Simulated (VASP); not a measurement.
Wanted: the native input for a VASP 6.6.1 run.

```
Task                   : single point
Functional             : r2SCAN
Potentials or basis    : VASP PAW PBE potentials, release 64 (Sn_d, O)
Cutoff                 : 520 eV
k mesh                 : 8 × 8 × 8
Occupations            : fermi-dirac, width 0.02 eV
Spin                   : no spin polarisation
Dipole correction      : no
Further INCAR settings : ALGO = Normal; EDIFF = 1e-07; NBANDS = 17
```

Crystal: SnO.

```xyz
2
Lattice="0.0000 2.5910 2.5370 2.5910 0.0000 2.5370 2.5910 2.5910 0.0000" Properties=species:S:1:pos:R:3 pbc="T T T"
Sn    0.0000    0.0000    0.0000
O     2.5910    2.5910    2.5370
```

The cell was built by a generator and needn't be a form met in nature.

The cell isn't the ideal one: biaxial_xy strain +2.1%.

The input as run:

POSCAR

```
SnO
1.0
    0.0000000000      2.5910107872      2.5369732568
    2.5910107872      0.0000000000      2.5369732568
    2.5910107872      2.5910107872      0.0000000000
Sn O
1 1
Direct
    0.0000000000      0.0000000000      0.0000000000
    0.5000000000      0.5000000000      0.5000000000
```

INCAR.step1

```
SYSTEM = SnO
ALGO = Normal ; EDIFF = 1E-4
ENCUT = 520 ; GGA = PE
ISMEAR = -1 ; LASPH = .TRUE.
LCHARG = .FALSE. ; LREAL = .FALSE.
LWAVE = .TRUE. ; NBANDS = 17
NELM = 100 ; PREC = Accurate
SIGMA = 0.02
```

INCAR.step2

```
SYSTEM = SnO
ALGO = Normal ; EDIFF = 1E-7
ENCUT = 520 ; ISIF = 2
ISMEAR = -1 ; ISTART = 1
LASPH = .TRUE. ; LCHARG = .FALSE.
LMIXTAU = .TRUE. ; LREAL = .FALSE.
LWAVE = .FALSE. ; METAGGA = R2SCAN
NBANDS = 17 ; NELM = 100
PREC = Accurate ; SIGMA = 0.02
```

KPOINTS

```
k-points
0
G
  8 8 8
  0 0 0
```

Potentials or basis: VASP PAW PBE potentials, release 64 (Sn_d, O).

Launch:

```bash
$ cat potpaw_PBE.64/Sn_d/POTCAR potpaw_PBE.64/O/POTCAR > POTCAR
$ cp INCAR.step1 INCAR
$ mpirun -np 1 vasp_std > vasp.out
$ cp INCAR.step2 INCAR
$ mpirun -np 1 vasp_std > vasp.out
```

It gave:

```
Pressure               : -3.7 GPa
Band gap on the k mesh : 0.95 eV, direct
```

Caveat: the PAW data sets were made with another functional, which shifts forces and pressure a little; spin-orbit coupling is left out, which moves the levels of the heavy elements.

Run time: 110 s on 1 thread of AMD EPYC 9R45 96-Core Processor (Zen 5), with other jobs on the host, peak memory 0.15 GiB.
